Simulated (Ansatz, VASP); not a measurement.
## One calculation of MgS, two programs

INCAR

```
SYSTEM = MgS
PREC = Accurate
ENCUT = 520
EDIFF = 1E-6
ISMEAR = -1
SIGMA = 0.05
LREAL = .FALSE.
LASPH = .TRUE.
NELM = 60
ALGO = Normal
ISIF = 2
LWAVE = .FALSE.
LCHARG = .TRUE.
GGA = PE
LELF = .TRUE.
LVHAR = .TRUE.
NBANDS = 11
```

Contents of KPOINTS:

```
regular mesh
0
G
  9 9 8
  0 0 0
```

Contents of POSCAR:

```
MgS
1.0
    3.5866749745      0.0000000000      0.0000000000
   -1.7933325208      3.1061518508      0.0000000000
    0.0000000000      0.0000000000      3.2830763786
Mg S
1 1
Direct
    0.0000000000      0.0000000000      0.5000000000
    0.6666700000      0.3333300000      0.0000000000
```

File input.yaml:

```yaml
crystal:
  lattice:
    - [3.5866749745, 0.0, 0.0]
    - [-1.7933325208, 3.1061518508, 0.0]
    - [0.0, 0.0, 3.2830763786]
  atoms:
    - { symbol: Mg, position: [0.0, 0.0, 0.5] }
    - { symbol: S, position: [0.66667, 0.33333, 0.0] }
hamiltonian:
  xc: pbe
  pseudopotentials: { kind: paw }
kpoints:
  mp_grid: { grid: [9, 9, 8] }
scf:
  occupations: { method: fermi_dirac, width: 0.05 }
output:
  forces: true
  stress: true
  eigenvalues: true
```

The cell was built by a generator and needn't be a form met in nature.

Alike in both runs: task single point; functional PBE; k mesh 9 × 9 × 8; occupations fermi-dirac, width 0.05 eV; no spin polarisation.

```csv
,VASP,Ansatz
version,VASP 6.6.1,Ansatz 0.2.0
potentials or method,"VASP PAW PBE potentials, release 64 (Mg, S)",Ansatz PAW
plane-wave cutoff (eV),520,420
valence electrons in the cell,8,16
```

Ansatz gave:

- gap on the k mesh at the Fermi level (eV): 1.26
- least direct gap on the mesh (eV): 2.24
- pressure (GPa): 1.5
- largest component of the traceless stress (GPa): 0.30

**Question.** Which values does VASP return?

**Answer.** gap on the k mesh at the Fermi level (eV): 1.24; least direct gap on the mesh (eV): 2.22; pressure (GPa): 1.2; largest component of the traceless stress (GPa): 0.27.

The two sets of potentials don't hold the same shells in valence.

Caveats: an odd mesh through Γ misses points on the zone boundary, where band edges often lie (VASP); odd divisions of the mesh miss points on the zone boundary, where band edges often lie, so the gap on the mesh can be too wide (Ansatz).
